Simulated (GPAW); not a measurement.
## TePb (Fm-3m): G0W0 on several meshes in GPAW

Aim: the GW shift of TePb (Fm-3m) against the k mesh.

Program: GPAW 26.7.0. Level of theory: PBE and many-body steps on it, plane waves. Results are calculated unless marked as measured.

## 1. The structure

Symmetry: Fm-3m, No. 225, cubic system. Conventional cell: a = 6.462 Å, b = 6.462 Å, c = 6.462 Å, α = 90.00°, β = 90.00°, γ = 90.00°. Nearest to Te lie 6 Pb at 3.23 Å. Nearest to Pb lie 6 Te at 3.23 Å. Farther neighbours and most contacts between anions are not listed.

As a file:

```xyz
2
Lattice="0.0000 3.2310 3.2310 3.2310 0.0000 3.2310 3.2310 3.2310 0.0000" Properties=species:S:1:pos:R:3 pbc="T T T"
Te    3.2310    3.2310    3.2310
Pb    0.0000    0.0000    0.0000
```

The cell and positions come from the Crystallography Open Database and are kept as given unless a step says otherwise. Spin-orbit coupling is left out unless a step names it.

## 2. Empty states on the mesh, 4×4×4 mesh, 805 bands

This step: GPAW 26.7.0; DFT, PBE, plane waves, PAW.

The sums over transitions need many empty states on a uniform mesh; this step solves for them.

run.py

```python
import json
import numpy as np
from gpaw.mpi import world
from gpaw import GPAW

calc = GPAW('gs.gpw').fixed_density(kpts={'size': (4, 4, 4), 'gamma': True},
    parallel={'domain': 1, 'band': 1},
    txt='nscf.txt')
calc.diagonalize_full_hamiltonian(nbands=805)
calc.write('full.gpw', mode='all')
res = {}
kpts = calc.get_ibz_k_points()
res['kpts'] = kpts
res['eigenvalues'] = [calc.get_eigenvalues(kpt=k) for k in range(len(kpts))]
res['n_electrons'] = calc.get_number_of_electrons()

if world.rank == 0:
    with open('result.json', 'w') as f:
        json.dump(res, f, default=lambda x: x.tolist())
```

Launch:

```sh
> mpirun -n 4 gpaw python run.py
```

Numbers of over 12 decimals in the logs are rounded to 6 here.

Log:

```text
Diagonalizing LCAO Hamiltonian
Converting LCAO to pw mode
convergence criteria:
- Maximum integral of absolute [eigenst]ate change: 4e-08 eV^2 / valence electron
maximum number of iterations: 100

SCF iterations
|iter     |     time |      energy | eigst |  dens |
|iter:   1|  |             | +1.73 |       |
|iter:   2|  |             | +0.71 |       |
|iter:   3|  |             | -0.95 |       |
[...]
|iter:   7|  |             | -5.74 |       |
|iter:   8|  |             | -6.78 |       |
|iter:   9|  |             | -7.58c|       |
SCF steps: 9
  __  _  _
 | _ |_)|_||  |
 |__||  | ||/\| - 26.7.0

Input parameters:
  mode=PW(ecut=450.000000),
  convergence={'density': 1e-06, 'bands': -3},
  gpts=array([24, 24, 24]),
  kpts=MonkhorstPack(size=(4, 4, 4), gamma=True),
  maxiter=100,
  nbands=17,
  occupations=Occupations(name='fermi-dirac', width=0.001, fixmagmom=False),
  parallel={'domain': 1, 'band': 1},
  xc=XC(name='PBE')
Matrix size: 1475x1475
# Writing to full.gpw (mode='all')
  [... matrices ...]

timing:  # [seconds]
  Total: 3.470  # ━━━━━━━━━━━━━━━━━━━━━━━━━━━━━━━━━━━━━━━━━━━━━━━━━━━━━━━━━━━
```

Run time: 6.6 s. Hardware: 4 MPI ranks of AMD EPYC 9R45, shared host; peak memory 1.5 GiB.

This step gave:

```
gap                                                           : 0.6927 eV
k of the valence top                                          : 0.5, 0.5, 0.5
k of the conduction bottom                                    : 0.5, 0.5, 0.5
least direct gap                                              : 0.6927 eV
k points computed                                             : 8
lowest point of the top converged band, above the valence top : 285.6943 eV
```

On this mesh the gap is 0.693 eV.

## 3. 4×4×4

G0W0 replaces the xc potential by the self-energy, built once from these orbitals. Only a window of levels is corrected, while the sums run over the empty bands that the input names.

This step: G0W0 on PBE, plane waves, PAW.

run.py

```python
import json
import numpy as np
from gpaw.mpi import world
from gpaw.response.g0w0 import G0W0

gw = G0W0('full.gpw',
    filename='gw',
    kpts=[0, 7],
    bands=(8, 12),
    ecut=90,
    nbands=130,
    integrate_gamma='WS',
    ppa=True)
gw.calculate()
res = {mode: {k: v for k, v in r.items() if k != 'sigma_eskwn'}
       for mode, r in gw.all_results.items()}

if world.rank == 0:
    with open('result.json', 'w') as f:
        json.dump(res, f, default=lambda x: x.tolist())
```

Launch:

```sh
> mpirun -n 4 gpaw python run.py
```

Log:

```text
Using integrator: PointIntegrator
FrequencyGridDescriptor(from 0.000+0.000j to 0.000+27.211j eV, 2 points)
Nonperiodic BCs:  [False False False]
Using integrator: PointIntegrator
FrequencyGridDescriptor(from 0.000+0.000j to 0.000+27.211j eV, 2 points)
Nonperiodic BCs:  [False False False]
  ___  _ _ _
 |   || | | |
 | | || | | |
 |__ ||_____|
 |___|

BZ k-points: Symmetries present (total): 48

  [... matrices ...]
64 k-points: 4 x 4 x 4 Monkhorst-Pack grid + [1/8,1/8,1/8]
8 k-points in the irreducible part of the Brillouin zone
       k-points in crystal coordinates                weights
   0:     0.00000000    0.00000000    0.00000000          1/64
   1:     0.25000000    0.25000000    0.00000000          6/64
   2:     0.25000000    0.25000000    0.25000000          8/64
   3:     0.50000000    0.25000000   -0.25000000          6/64
   4:     0.50000000    0.25000000    0.25000000         12/64
   5:     0.50000000    0.50000000    0.00000000          3/64
   6:     0.50000000    0.50000000    0.25000000         24/64
   7:     0.50000000    0.50000000    0.50000000          4/64

Distributing spins, k-points and bands (1 x 2 x 4) over 4 processes
Number of blocks: 1

Quasi particle states:
k-points (IBZ indices): [0, 7]
Band range: (8, 12)
  [... matrices ...]
Computational parameters:
Plane wave cut-off: 90 eV
Number of bands: 130
Coulomb cutoff: None
Broadening: 0.1 eV

fxc modes: GW
Kernel: RPA
Using Godby-Needs plasmon-pole approximation:
  Fitting energy: i*E0, E0 = 1.000 Hartree
Summing all q:

Calculating screened Coulomb potential
No Coulomb truncation
FrequencyGridDescriptor(from 0.000+0.000j to 0.000+27.211j eV, 2 points)
Removing empty qpoint cache files...

Calculating chi0 body with:
    Ground state adapter containing:
    Number of spins: 1
    Number of kpoints: 64
    Number of irreducible kpoints: 8
    Number of completely occupied states: 10
    Number of partially occupied states: 10
    Occupied states memory: 2.109375 M / cpu

    Linear response parametrization:
    q_c: [0.0, 0.0, 0.0]
    Number of frequency points: 2
    Planewave cutoff: 90.0
    Number of bands: 130
    Number of planewaves: 137
    Broadening (eta): 1e-06
    comm.size: 4
    kncomm.size: 4
    blockcomm.size: 1

    Memory estimate of potentially large arrays:
        chi0_wGG: 0.572784 M / cpu
Integrating chi0 body.

Symmetries of q_c:
    Direct symmetries (Uq -> q): 48
    Indirect symmetries (TUq -> q): 0
In total 48 allowed symmetries.

  [... matrices ...]
8 groups of equivalent kpoints. 87.5% reduction.

Integral kind: response function
Integrating chi0 head and wings.

Symmetries of q_c:
    Direct symmetries (Uq -> q): 48
    Indirect symmetries (TUq -> q): 0
In total 48 allowed symmetries.

  [... matrices ...]
8 groups of equivalent kpoints. 87.5% reduction.

Integral kind: response function wings

Calculating chi0 body with:
    Ground state adapter containing:
    Number of spins: 1
    Number of kpoints: 64
    Number of irreducible kpoints: 8
    Number of completely occupied states: 10
    Number of partially occupied states: 10
    Occupied states memory: 2.109375 M / cpu

    Linear response parametrization:
[... the further q-points ...]

Results:
f:      Occupation numbers
eps:     KS-eigenvalues [eV]
vxc:     KS vxc [eV]
exx:     Exact exchange [eV]
sigma:   Self-energies [eV]
dsigma:  Self-energy derivatives
Z:       Renormalization factors
qp:      QP-energies [eV]

k-point 0 (0): (0.000, 0.000, 0.000)                GW
band       f     eps     vxc     exx   sigma  dsigma       Z      qp
                                                                   GW
   8   1.000   4.304 -13.261 -15.247   1.570  -0.292   0.774   3.983
   9   1.000   4.304 -13.261 -15.247   1.570  -0.292   0.774   3.983
  10   0.000   9.720 -12.873  -8.253  -4.405  -0.289   0.776   9.887
  11   0.000   9.720 -12.873  -8.253  -4.405  -0.289   0.776   9.887

k-point 1 (7): (0.500, 0.500, 0.500)                GW
band       f     eps     vxc     exx   sigma  dsigma       Z      qp
                                                                   GW
   8   1.000   4.768 -13.770 -15.516   1.342  -0.284   0.779   4.453
   9   1.000   5.697 -14.481 -15.155   0.523  -0.267   0.789   5.577
  10   0.000   6.389 -11.263  -8.147  -3.178  -0.254   0.798   6.340
  11   0.000   6.914 -11.613  -8.514  -3.169  -0.259   0.794   6.859
```

Elapsed: 18 s, on 4 MPI ranks; peak memory 1.4 GiB; 72 s of CPU time.

This step gave:

* G0W0 gap on the points computed: 0.7629 eV
* least direct G0W0 gap on the computed points: 0.7629 eV
* Z at the valence top: 0.7891
* Z at the conduction bottom: 0.7977
* starting gap on the mesh: 0.6927 eV
* k of the valence top: 0.5, 0.5, 0.5
* k of the conduction bottom: 0.5, 0.5, 0.5

The gap on the mesh goes from 0.69 eV to 0.76 eV, a correction of +0.07 eV.

## 4. Empty states on the mesh, 6×6×6 mesh, 140 bands

This step: DFT, PBE, plane waves, PAW.

run.py

```python
import json
import numpy as np
from gpaw.mpi import world
from gpaw import GPAW

calc = GPAW('gs.gpw').fixed_density(kpts={'size': (6, 6, 6), 'gamma': True},
    parallel={'domain': 1, 'band': 1},
    txt='nscf.txt')
calc.diagonalize_full_hamiltonian(nbands=140)
calc.write('full.gpw', mode='all')
res = {}
kpts = calc.get_ibz_k_points()
res['kpts'] = kpts
res['eigenvalues'] = [calc.get_eigenvalues(kpt=k) for k in range(len(kpts))]
res['n_electrons'] = calc.get_number_of_electrons()

if world.rank == 0:
    with open('result.json', 'w') as f:
        json.dump(res, f, default=lambda x: x.tolist())
```

Launch:

```sh
> mpirun -n 4 gpaw python run.py
```

Log:

```text
Diagonalizing LCAO Hamiltonian
Converting LCAO to pw mode
convergence criteria:
- Maximum integral of absolute [eigenst]ate change: 4e-08 eV^2 / valence electron
maximum number of iterations: 100

SCF iterations
|iter     |     time |      energy | eigst |  dens |
|iter:   1|  |             | +1.74 |       |
|iter:   2|  |             | +0.62 |       |
|iter:   3|  |             | -0.51 |       |
[...]
|iter:   8|  |             | -6.27 |       |
|iter:   9|  |             | -7.21 |       |
|iter:  10|  |             | -7.79c|       |
SCF steps: 10
  __  _  _
 | _ |_)|_||  |
 |__||  | ||/\| - 26.7.0

Input parameters:
  mode=PW(ecut=450.000000),
  convergence={'density': 1e-06, 'bands': -3},
  gpts=array([24, 24, 24]),
  kpts=MonkhorstPack(size=(6, 6, 6), gamma=True),
  maxiter=100,
  nbands=17,
  occupations=Occupations(name='fermi-dirac', width=0.001, fixmagmom=False),
  parallel={'domain': 1, 'band': 1},
  xc=XC(name='PBE')
Matrix size: 1464x1464
# Writing to full.gpw (mode='all')
  [... matrices ...]

timing:  # [seconds]
  Total: 5.152  # ━━━━━━━━━━━━━━━━━━━━━━━━━━━━━━━━━━━━━━━━━━━━━━━━━━━━━━━━━━━
```

It took 8.8 s on 4 MPI ranks; peak memory 1.4 GiB.

This step gave:

```
gap                                                           : 0.6927 eV
k of the valence top                                          : 0.5, 0.5, 0.5
k of the conduction bottom                                    : 0.5, 0.5, 0.5
least direct gap                                              : 0.6927 eV
k points computed                                             : 16
lowest point of the top converged band, above the valence top : 77.4454 eV
```

On this mesh the gap is 0.693 eV.

## 5. 6×6×6

This step: G0W0 on PBE, plane waves, PAW.

run.py

```python
import json
import numpy as np
from gpaw.mpi import world
from gpaw.response.g0w0 import G0W0

gw = G0W0('full.gpw',
    filename='gw',
    kpts=[0, 15],
    bands=(8, 12),
    ecut=90,
    nbands=130,
    integrate_gamma='WS',
    ppa=True)
gw.calculate()
res = {mode: {k: v for k, v in r.items() if k != 'sigma_eskwn'}
       for mode, r in gw.all_results.items()}

if world.rank == 0:
    with open('result.json', 'w') as f:
        json.dump(res, f, default=lambda x: x.tolist())
```

Launch:

```sh
> mpirun -n 4 gpaw python run.py
```

Log:

```text
Using integrator: PointIntegrator
FrequencyGridDescriptor(from 0.000+0.000j to 0.000+27.211j eV, 2 points)
Nonperiodic BCs:  [False False False]
Using integrator: PointIntegrator
FrequencyGridDescriptor(from 0.000+0.000j to 0.000+27.211j eV, 2 points)
Nonperiodic BCs:  [False False False]
  ___  _ _ _
 |   || | | |
 | | || | | |
 |__ ||_____|
 |___|

BZ k-points: Symmetries present (total): 48

  [... matrices ...]
216 k-points: 6 x 6 x 6 Monkhorst-Pack grid + [1/12,1/12,1/12]
16 k-points in the irreducible part of the Brillouin zone
       k-points in crystal coordinates                weights
   0:     0.00000000    0.00000000    0.00000000          1/216
   1:     0.16666667    0.16666667    0.00000000          6/216
   2:     0.16666667    0.16666667    0.16666667          8/216
[...]
9:     0.50000000    0.33333333   -0.16666667         12/216
          ...
  15:     0.50000000    0.50000000    0.50000000          4/216

Distributing spins, k-points and bands (1 x 2 x 4) over 4 processes
Number of blocks: 1

Quasi particle states:
k-points (IBZ indices): [0, 15]
Band range: (8, 12)
  [... matrices ...]
Computational parameters:
Plane wave cut-off: 90 eV
Number of bands: 130
Coulomb cutoff: None
Broadening: 0.1 eV

fxc modes: GW
Kernel: RPA
Using Godby-Needs plasmon-pole approximation:
  Fitting energy: i*E0, E0 = 1.000 Hartree
Summing all q:

Calculating screened Coulomb potential
No Coulomb truncation
FrequencyGridDescriptor(from 0.000+0.000j to 0.000+27.211j eV, 2 points)
Removing empty qpoint cache files...

Calculating chi0 body with:
    Ground state adapter containing:
    Number of spins: 1
    Number of kpoints: 216
    Number of irreducible kpoints: 16
    Number of completely occupied states: 10
[...]
Number of frequency points: 2
    Planewave cutoff: 90.0
    Number of bands: 130
    Number of planewaves: 137
    Broadening (eta): 1e-06
    comm.size: 4
    kncomm.size: 4
    blockcomm.size: 1

    Memory estimate of potentially large arrays:
        chi0_wGG: 0.572784 M / cpu
Integrating chi0 body.

Symmetries of q_c:
    Direct symmetries (Uq -> q): 48
    Indirect symmetries (TUq -> q): 0
In total 48 allowed symmetries.

  [... matrices ...]
16 groups of equivalent kpoints. 92.592593% reduction.

Integral kind: response function
Integrating chi0 head and wings.

Symmetries of q_c:
    Direct symmetries (Uq -> q): 48
    Indirect symmetries (TUq -> q): 0
In total 48 allowed symmetries.

  [... matrices ...]
16 groups of equivalent kpoints. 92.592593% reduction.

Integral kind: response function wings

Calculating chi0 body with:
    Ground state adapter containing:
    Number of spins: 1
    Number of kpoints: 216
    Number of irreducible kpoints: 16
    Number of completely occupied states: 10
    Number of partially occupied states: 10
[... the further q-points ...]

Results:
f:      Occupation numbers
eps:     KS-eigenvalues [eV]
vxc:     KS vxc [eV]
exx:     Exact exchange [eV]
sigma:   Self-energies [eV]
dsigma:  Self-energy derivatives
Z:       Renormalization factors
qp:      QP-energies [eV]

k-point 0 (0): (0.000, 0.000, 0.000)                GW
band       f     eps     vxc     exx   sigma  dsigma       Z      qp
                                                                   GW
   8   1.000   4.304 -13.261 -15.246   1.550  -0.292   0.774   3.968
   9   1.000   4.304 -13.261 -15.246   1.550  -0.292   0.774   3.968
  10   0.000   9.720 -12.873  -8.269  -4.374  -0.286   0.778   9.899
[...]
k-point 1 (15): (0.500, 0.500, 0.500)                GW
band       f     eps     vxc     exx   sigma  dsigma       Z      qp
                                                                   GW
[...]
10   0.000   6.389 -11.263  -8.235  -3.070  -0.251   0.799   6.356
  11   0.000   6.914 -11.613  -8.618  -3.054  -0.257   0.796   6.867
```

Wall time 78 s (4 MPI ranks); peak memory 1.7 GiB; 5.2 min of CPU time.

Numbers from this step:

```
G0W0 gap on the points computed              : 0.7870 eV
least direct G0W0 gap on the computed points : 0.7870 eV
Z at the valence top                         : 0.7905
Z at the conduction bottom                   : 0.7993
starting gap on the mesh                     : 0.6927 eV
k of the valence top                         : 0.5, 0.5, 0.5
k of the conduction bottom                   : 0.5, 0.5, 0.5
```

Against G0W0 in GPAW (4×4×4 mesh, 130 bands, screening to 90 eV, Godby-Needs plasmon pole), the gap moves by +0.024 eV.

## 6. The runs together

Times are wall times on 4 MPI ranks of AMD EPYC 9R45, shared host, good to a factor of about two.

| run | mesh | bands | screening cutoff (eV) | DFT gap (eV) | gap on the mesh (eV) | direct (eV) | time |
| --- | --- | --- | --- | --- | --- | --- | --- |
| 4×4×4 | 4×4×4 | 130 | 90 | 0.693 | 0.763 | 0.763 | 18 s |
| 6×6×6 | 6×6×6 | 130 | 90 | 0.693 | 0.787 | 0.787 | 78 s |

## 7. What came out

```yaml
4x4x4: 0.763 eV
6x6x6: 0.787 eV
known_limits: not at the basis limit; model gap, bands may invert with spin-orbit coupling; no spin-orbit coupling; coarse k mesh
```

6×6×6: +0.024 eV against 4×4×4. Bands and cutoff are finite, so the gap is not at the basis limit. The miss can reach some tenths of an eV and take either sign; the mesh is an error of its own. These stock PAW sets were not made for GW; the filled d or f shell of Te lies in the frozen core, which bears on start and correction. In the G0W0 runs levels were corrected at 2 k points alone, so a gap called «on the mesh» is the least over those, and an edge elsewhere would be missed. The 4×4×4 mesh is coarse for this cell, which bears on the long-range parts of exchange and screening. Where an edge is built on 6p states of lead, bismuth or thallium, scalar-relativistic gaps usually stand too wide, by a few tenths to over one eV. With atoms this heavy and so narrow a gap, spin-orbit coupling can invert the bands. These scalar-relativistic gaps are then model values, not to be set against experiment, and a spin-orbit change taken from DFT can't simply be added.

[Paths, hosts, dates, memory and timing lines, banners, echoed tables and standing remarks are left out of the program output.]

[Logs are printed without paths, hosts, clocks, repeated set-up lines and the standing remarks that a program may print on its own settings, such as how far it seeks lower states.]

[Runs of the session that timed out or met a known fault of the program may be left out.]

[Hosts, paths, dates, database ids (printed as entryN), source tags and the programs' standing remarks are cut or masked in the printed files.]
